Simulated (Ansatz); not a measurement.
# AlN: formation energy and pressure as volume per atom varies

Plane-wave density functional theory, PAW datasets, Gaussian smearing 0.05 eV: one cell in which all forces lie under 0.002 eV/angstrom; stress (xx yy zz yz xz xy) and pressure positive in compression; site moments are of spin alone; formation energy from the elements run alike, uncorrected. The results are calculated, by Ansatz 0.2.0.

Cell of the first row (space group Fm-3m, No. 225):
```
CELL_PARAMETERS angstrom
0.00000 1.98460 1.98460
1.98460 0.00000 1.98460
1.98460 1.98460 0.00000
ATOMIC_POSITIONS crystal
Al 0.00000 0.00000 0.00000
N 0.50000 0.50000 0.50000
```

Settings of every row: paw set soft_2; functional PBEsol; spin treatment none; moment partition spheres; spin axis none; wave cutoff 420 eV; k mesh 14x14x14; SCF start atoms; lower state search light; symmetry use detected.

Atom first moment, atom hubbard u: 0 on all atoms.

| row | volume per atom (Å³) | formation energy (eV per atom) | pressure (GPa) | energy above relaxed cell (meV per atom) |
| --- | --- | --- | --- | --- |
| 1 | 7.816 | -1.3453 | 16.76 | 22.86 |
| 2 | 7.943 | ? | ? | ? |
| 3 | 8.109 | -1.3654 | 5.53 | 2.81 |
| 4 | 8.268 | -1.3682 | 0.20 | 0.01 |
| 5 | 8.274 | -1.3682 | 0.00 | 0 |
| 6 | 8.44 | -1.3655 | -5.01 | 2.64 |
| 7 | 8.605 | -1.358 | -9.54 | 10.15 |
| 8 | 8.69 | -1.3524 | -11.67 | 15.74 |

Question: what formation energy and pressure should row 2 give?

Worked fit of formation energy. Take u = (V_r/V)^(2/3) − 1 with V_r = 8.274 Å³ an atom, which is twice the finite (Eulerian) strain; such expansions in the strain, on which the Birch-Murnaghan equation of state is built, carry the rest volume and the bulk modulus. The shown rows have u = 0.03869, 0.01352, 0.00048, 0, -0.01316, -0.02581, -0.03217. Least squares give formation energy = −1.36819 + 0.0002 × u + 15.281 × u² eV per atom; a straight line predicts inner rows, each left out in turn, worse (root mean square 0.0077 against 2.9e-05 eV per atom). All shown rows lie on it to the printed digit. The withheld row has u = 0.02759, so the fit gives −1.36819 + 0.0002 × (0.02759) + 15.281 × (0.02759)² = -1.3566 eV per atom.

The calculation gave -1.3565 eV per atom. The fit lies 0.0001 eV per atom (0.44 % of the column's range) below it, one unit of the last digit.

Worked fit of pressure. Take u = (V_r/V)^(2/3) − 1 with V_r = 8.274 Å³ an atom, which is twice the finite (Eulerian) strain; such expansions in the strain, on which the Birch-Murnaghan equation of state is built, carry the rest volume and the bulk modulus. The shown rows have u = 0.03869, 0.01352, 0.00048, 0, -0.01316, -0.02581, -0.03217. Least squares give pressure = 0.008 + 394.89 × u + 984.9 × u² GPa; a straight line predicts inner rows, each left out in turn, worse (root mean square 0.49 against 0.011 GPa). The rows lie off it by 0.00, 0.00, 0.00, -0.01, 0.01, -0.01, 0.01. The pressure vanishes at u = -0.0000, or V = 8.274 Å³ an atom, and there the bulk modulus at fixed shape and fractions is B = −V dP/dV = (2/3)(1 + u) dP/du = 263 GPa. The withheld row has u = 0.02759, so the fit gives 0.008 + 394.89 × (0.02759) + 984.9 × (0.02759)² = 11.65 GPa.

The calculation gave 11.64 GPa. The fit lies 0.01 GPa (0.035 % of the column's range) above it, one unit of the last digit.

The other values of row 2: energy above relaxed cell 11.62 meV per atom.
